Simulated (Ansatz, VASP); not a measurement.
**Two plane-wave programs on C**

Contents of INCAR:

```
  PREC = Accurate
  ENCUT = 980
  EDIFF = 1E-7
  ISMEAR = -1
  SIGMA = 0.05
  LREAL = F
  LASPH = T
  NELM = 60
  ALGO = Fast
  ISIF = 3
  LWAVE = F
  LCHARG = F
  GGA = PE
  IBRION = 2
  NSW = 40
  EDIFFG = -0.02
```

The input KPOINTS:

```
Automatic mesh
0
Gamma
  12 12 4
```

File POSCAR:

```
C
1.0
    2.5221000000      0.0000000000      0.0000000000
   -1.2610500000      2.1842026709      0.0000000000
    0.0000000000      0.0000000000      8.2371000000
C
8
Direct
    0.6666666667      0.3333333333      0.8437500000
    0.3333333333      0.6666666667      0.3437500000
    0.6666666667      0.3333333333      0.6562500000
    0.3333333333      0.6666666667      0.1562500000
    0.0000000000      0.0000000000      0.9062500000
    0.0000000000      0.0000000000      0.4062500000
    0.0000000000      0.0000000000      0.5937500000
    0.0000000000      0.0000000000      0.0937500000
```

The input input.yaml:

```yaml
crystal:
  lattice:
    - [2.5221, 0.0, 0.0]
    - [-1.26105, 2.1842026709, 0.0]
    - [0.0, 0.0, 8.2371]
  atoms:
    - { symbol: C, position: [0.6666666667, 0.3333333333, 0.84375] }
    - { symbol: C, position: [0.3333333333, 0.6666666667, 0.34375] }
    - { symbol: C, position: [0.6666666667, 0.3333333333, 0.65625] }
    - { symbol: C, position: [0.3333333333, 0.6666666667, 0.15625] }
    - { symbol: C, position: [0.0, 0.0, 0.90625] }
    - { symbol: C, position: [0.0, 0.0, 0.40625] }
    - { symbol: C, position: [0.0, 0.0, 0.59375] }
    - { symbol: C, position: [0.0, 0.0, 0.09375] }
hamiltonian:
  xc: pbe
  pseudopotentials: { kind: paw }
kpoints:
  mp_grid: { grid: [12, 12, 4] }
scf:
  occupations: { method: fermi_dirac, width: 0.05 }
output:
  forces: true
  stress: true
  write_density: true
  write_potential: true
  elf: true
  volumetric_format: npy
relax:
  f_tol: 0.01
  max_steps: 40
  cell: { stress_tol: 0.05 }
```

This is a hexagonal form of diamond, not graphite.

Alike in both runs: task relaxation of cell and atoms; functional PBE; k mesh 12 × 12 × 4; occupations fermi-dirac, width 0.05 eV; no spin polarisation.

```csv
,VASP,Ansatz
version,VASP 6.6.1,Ansatz 0.2.0
potentials or method,"VASP PAW PBE potentials, release 64 (C_h)",Ansatz PAW
plane-wave cutoff (eV),980,420
valence electrons in the cell,32,32
```

```csv
,VASP,Ansatz,Ansatz less VASP
"gap on the k mesh at the Fermi level, each at its own relaxed structure (eV)",4.54,4.54,+0.002
relaxed volume (Å³/atom),5.70,5.70,+0.001
relaxed cell length with the largest relative difference (Å),8.303,8.305,+0.0011
energy change over the relaxation (meV/atom),-3,-3,0.0
```

Caveats: the plane-wave basis is chosen anew once the cell has moved, so the energies of steps on either side of that aren't comparable (Ansatz); the pressure holds a Pulay correction of +1.0 GPa for the finite cutoff (Ansatz). A k mesh can miss the band edges. Zero-point motion and thermal expansion aren't in these numbers. As with any semilocal functional, this PBE gap is likely too small.
